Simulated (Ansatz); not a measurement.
Runs of Ansatz 0.2.0 on TiO2. Symmetry: C2/m, No. 12, monoclinic system. The conventional cell has a = 12.307 Å, b = 3.767 Å, c = 6.616 Å, α = 90.00°, β = 106.95°, γ = 90.00°. Ti (site symmetry m) is surrounded by 4 O at 1.86 to 1.94 Å. Ti (site symmetry m) has 5 O at 1.78 to 2.03 Å as nearest neighbours. Around O (site symmetry m) lie 3 Ti at 1.94 to 2.03 Å. Around O (site symmetry m) lie 3 Ti at 1.96 to 2.16 Å. Around O (site symmetry m) lie 2 Ti at 1.78 to 1.87 Å. O (site symmetry m) is surrounded by 2 Ti at 1.86 to 1.93 Å. The cell comes from a database or a generator and needn't be the stable form of this composition.

```csv
task,level,cell,cutoff (eV),smearing,points for each segment of the path,gap on the mesh (eV),pressure (GPa),relaxed volume (Å³/atom),largest force (eV/Å)
relaxation of cell and atoms,BLYP+D3(BJ),relaxed,420,fermi-dirac 0.05 eV,-,2.80,0.0,12.02,-
single point,PBE,as given,420,gaussian 0.013 eV,-,2.75,-1.2,-,0.19
single point,PBE,as given,420,gaussian 0.012 eV,-,2.75,-1.2,-,0.19
relaxation of cell and atoms,BLYP,relaxed,420,fermi-dirac 0.05 eV,-,2.69,0.0,12.46,0.01
single point,PBE,as given,420,gaussian 0.014 eV,-,2.75,-1.2,-,0.19
band structure,r2SCAN,as given,500,fermi-dirac 0.05 eV,10,3.11,-5.6,-,(a)
relaxation of cell and atoms,revPBE+D3(BJ),relaxed,420,fermi-dirac 0.05 eV,-,2.83,0.0,11.98,-
relaxation of cell and atoms,revPBE+D4,relaxed,420,fermi-dirac 0.05 eV,-,2.83,0.0,(b),-
```

Alike in all rows: potentials or basis Ansatz PAW; no spin polarisation; k mesh 8 × 8 × 4.

Estimate the missing entries.

(a) 0.26; (b) 11.93.

Caveats: the PAW data sets come from PBE, with cores solved anew for the run's functional, which leaves a small shift of forces and pressure (some runs); the plane-wave basis is chosen anew once the cell has moved, so the energies of steps on either side of that aren't comparable (some runs).

A k mesh can miss the band edges.
